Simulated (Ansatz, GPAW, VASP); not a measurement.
## Pb: programs and potentials compared

```
Pb
1.0
     0.00000    2.47502    2.47502
     2.47502    0.00000    2.47502
     2.47502    2.47502    0.00000
Pb
1
Direct
  0.00000 0.00000 0.00000
```

Alike in all runs: task band structure; functional BLYP; k mesh 9 × 9 × 9; occupations fermi-dirac, width 0.05 eV; no spin polarisation; no spin-orbit coupling. Pressure is positive in compression and, in plane waves, holds the error of the finite cutoff.

| program and potentials | plane-wave cutoff (eV) | notes | band gap (eV) | pressure (GPa) |
| --- | --- | --- | --- | --- |
| Ansatz, all-electron LAPW, scalar-relativistic | - | - | ? | ? |
| GPAW, PAW data sets generated for this functional | 600 | - | no gap | 5.63 |
| VASP, PBE PAW files Pb_d, 520 eV | 520 | potentials made for PBE | no gap | 5.98 |

Task: Estimate from the other rows what the run with Ansatz, all-electron LAPW, scalar-relativistic gave.

Result: No band gap; pressure 5.88 GPa. The other rows, which needn't bracket it: pressure 5.63 to 5.98.
